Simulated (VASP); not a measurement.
Input of a VASP 6.6.1 run:

Contents of INCAR:

```
SYSTEM = O
ALGO = Normal
EDIFF = 1E-6
ENCUT = 400
GGA = RP
ISIF = 2
ISMEAR = 0
ISPIN = 2
ISYM = 0
LASPH = .TRUE.
LCHARG = .FALSE.
LORBIT = 11
LREAL = .FALSE.
LWAVE = .FALSE.
MAGMOM = 1.1 1.1
NBANDS = 17
NELM = 60
NUPDOWN = 2
PREC = Accurate
SIGMA = 0.01
```

File KPOINTS:

```
k-points
0
G
  1 1 1
  0 0 0
```

File POSCAR:

```
O                                       
1.0
   11.6260970939      0.0000000000      0.0000000000
    0.0000000000     12.1260970939      0.0000000000
    0.0000000000      0.0000000000     12.6260970939
  O             
     2
Selective dynamics
Direct
     0.5484297130999991    0.5219067479999993    0.5038687910999968   F   F   F
     0.4495703837437242    0.4856070573261271    0.4959722951594220   T   T   T
```

Potentials or basis: VASP PAW PBE potentials, release 64 (O).

Run with:

```sh
$ cat potpaw_PBE.64/O/POTCAR > POTCAR
$ mpirun -np 4 vasp_gam > vasp.out
```

(1) Predict the largest force.

Answers

(1) 0.368 eV/Å.

Caveat: the standard files for N, O and F lose accuracy on very short bonds; the PAW data sets were made with another functional, which shifts forces and pressure a little; the total moment is fixed, so each spin has its own Fermi level.
